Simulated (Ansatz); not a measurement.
Zirconium (omega (AlB2-type)) across density functionals

All rows: Ansatz, plane waves with scalar-relativistic PAW, 420 eV (500 eV for the SCAN forms), relaxed under each functional, no dispersion correction, no zero-point motion. B₀ comes from uniform scaling at fixed shape; a dash is a value not given.

```csv
functional,V (Å³/atom),cell,B₀ (GPa),magnetic state,ΔE to hcp (meV/atom)
PBE,23.10,"a = 5.042 Å, c = 3.148 Å (c/a = 0.624)",95,non-magnetic,-1
r²SCAN,23.13,"a = 5.040 Å, c = 3.154 Å (c/a = 0.626)",97,non-magnetic,-13
PBEsol,22.21,"a = 4.976 Å, c = 3.107 Å (c/a = 0.624)",102,spin not included,-9
LDA,21.58,"a = 4.927 Å, c = 3.079 Å (c/a = 0.625)",108,spin not included,-15
revPBE,23.53,"a = 5.077 Å, c = 3.162 Å (c/a = 0.623)",92,spin not included,3
RPBE,23.68,"a = 5.089 Å, c = 3.168 Å (c/a = 0.623)",91,spin not included,5
BLYP,23.93,"a = 5.107 Å, c = 3.178 Å (c/a = 0.622)",90,spin not included,7
```

LDA gives the smallest volume and BLYP the largest.
